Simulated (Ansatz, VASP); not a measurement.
This is a calculation of Al (Aluminum) for Ansatz 0.2.0. 

The input input.yaml:

```yaml
crystal:
  lattice:
    - [0.0, 2.024805, 2.024805]
    - [2.024805, 0.0, 2.024805]
    - [2.024805, 2.024805, 0.0]
  atoms:
    - { symbol: Al, position: [0.0, 0.0, 0.0] }
hamiltonian:
  xc: rpbe
  pseudopotentials: { kind: paw }
kpoints:
  mp_grid: { grid: [11, 11, 11] }
scf:
  occupations: { method: fermi_dirac, width: 0.05 }
output:
  forces: true
  stress: true
relax:
  f_tol: 0.01
  max_steps: 40
  cell: { stress_tol: 0.05 }
```

Potentials or basis: Ansatz PAW.

Command:

```console
$ ansatz run input.yaml --threads 2 --pin off --max-ram 5632MiB --backend cpu --events-out ev --progress --plain --runs-dir out
```

Q: Translate it to VASP 6.6.1. Potentials or basis there: PBE PAW files Al, 600 eV.

A: As run (cutoffs and basis follow the program's own potentials, and thresholds, step limits or extra output files can differ):

File INCAR:

```
SYSTEM = Al
ALGO = Normal ; EDIFF = 1E-7
EDIFFG = -0.02 ; ENCUT = 600
GGA = RP ; IBRION = 2
ISIF = 3 ; ISMEAR = -1
LASPH = .TRUE. ; LCHARG = .FALSE.
LREAL = .FALSE. ; LWAVE = .FALSE.
NELM = 60 ; NSW = 40
PREC = Accurate ; SIGMA = 0.05
```

File KPOINTS:

```
k-points
0
G
  11 11 11
  0 0 0
```

Contents of POSCAR:

```
Al
1.0
    0.0000000000      2.0248050000      2.0248050000
    2.0248050000      0.0000000000      2.0248050000
    2.0248050000      2.0248050000      0.0000000000
Al
1
Direct
    0.0000000000      0.0000000000      0.0000000000
```

Potentials or basis: VASP PAW PBE potentials, release 64 (Al).

Launch:

```console
$ cat potpaw_PBE.64/Al/POTCAR > POTCAR
$ mpirun -np 1 vasp_std > vasp.out
```

Both were run:

|  | Ansatz | VASP |
| --- | --- | --- |
| Relaxed volume | 16.82 Å³/atom | 16.81 Å³/atom |
| Relaxed cell | a = 2.876 Å, b = 2.876 Å, c = 2.876 Å, α = 60.00°, β = 60.00°, γ = 60.00° | a = 2.875 Å, b = 2.875 Å, c = 2.875 Å, α = 60.00°, β = 60.00°, γ = 60.00° |
| Space group after relaxing | Fm-3m (No. 225) | Fm-3m (No. 225) |
| Pressure after relaxing | 0.0 GPa | -0.2 GPa |

Ansatz's pressure holds a Pulay term of +0.07 GPa for its cutoff of 420 eV, which the other run lacks.

Ansatz's potentials were made for PBE. VASP's potentials were made for PBE.

Where Ansatz's input types no cutoff or centring, it takes its own default and a Γ-centred mesh.

Pressure is positive in compression.
